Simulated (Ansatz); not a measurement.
ZnTe (zinc blende), relaxed and computed with several functionals in Ansatz (plane waves, PAW).

```json
[
 {"functional": "PBEsol", "a (Å)": "6.066", "gap (eV)": "1.24", "B₀ by P(V) fit (GPa)": "50.3"},
 {"functional": "PBE", "a (Å)": "6.179", "gap (eV)": "1.08", "B₀ by P(V) fit (GPa)": "43.2"},
 {"functional": "HSE06", "a (Å)": "6.147", "gap (eV)": "2.16", "B₀ by P(V) fit (GPa)": "47.5"}
]
```

All cells were relaxed under the symmetry of their starts (and spin orders); stability against distortions was not tested throughout. Scalar-relativistic: spin–orbit coupling is off unless named, which matters more the heavier the elements.

Potentials: the later of the program's two PAW sets.

Ansatz (a quantum-chemistry and plane-wave program) is a plane-wave DFT program.
